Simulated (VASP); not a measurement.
Y:

```
CELL_PARAMETERS angstrom
4.71099 0.00000 0.00000
-2.35550 4.07984 0.00000
0.00000 0.00000 5.34478
ATOMIC_POSITIONS crystal
Y 0.22540 0.00000 0.33333
Y 0.00000 0.22540 0.66667
Y 0.77460 0.77460 0.00000
```

The cell was built by a generator and needn't be a form met in nature.

- Program: VASP 6.6.1
- Task: relaxation of cell and atoms
- Functional: PBE
- Potentials or basis: VASP PAW PBE potentials, release 64 (Y_sv)
- Cutoff: 600 eV
- k mesh: 6 × 6 × 4
- Occupations: gaussian, width 0.1 eV
- Spin: no spin polarisation

At the start: pressure 1.2 GPa; volume 34.24 Å³/atom.

Where does the relaxation end?

Over 22 steps the energy falls by 1567.8 meV/atom and the volume is 32.28 Å³/atom (-5.7 %); space group Fm-3m (No. 225, to 0.05 Å).

Step by step:
```tsv
step	energy change (eV)	largest force (eV/Å)	pressure (GPa)	volume (Å³)
1	0.0000	3.0482	1.24	102.73
2	-1.3722	2.1375	-0.42	106.51
3	-2.5429	0.0200	-2.27	114.30
4	-2.5930	0.0878	-2.55	115.38
5	-2.6726	0.2340	-3.02	117.44
6	-3.9653	0.2458	0.55	98.09
7	16.5346	0.0833	197.52	40.77
8	-3.9606	0.0919	1.72	94.91
9	-4.3490	0.1164	5.54	86.55
10	-4.5281	0.1084	3.74	89.48
11	-4.5910	0.1064	3.92	88.74
12	-4.6866	0.1009	-0.13	97.12
13	-4.6870	0.1009	0.05	96.61
14	-4.6869	0.1009	0.13	96.44
15	-4.6892	0.0955	0.06	96.60
16	-4.6909	0.0882	-0.01	96.84
17	-4.6910	0.0863	-0.05	96.91
18	-4.6933	0.0772	0.00	96.87
19	-4.6987	0.0524	0.04	96.73
20	-4.7032	0.0038	0.15	96.46
21	-4.7019	0.0053	-0.39	97.93
22	-4.7034	0.0021	-0.11	96.84
```

Final structure:
```yaml
crystal:
  lattice:
    - [3.58170, 0.00000, 0.00000]
    - [-1.79085, 3.10184, 0.00000]
    - [0.00000, 0.00000, 8.71646]
  atoms:
    - { symbol: Y, position: [0.33379, 0.00000, 0.33333] }
    - { symbol: Y, position: [0.00000, 0.33379, 0.66667] }
    - { symbol: Y, position: [0.66621, 0.66621, 0.00000] }
```
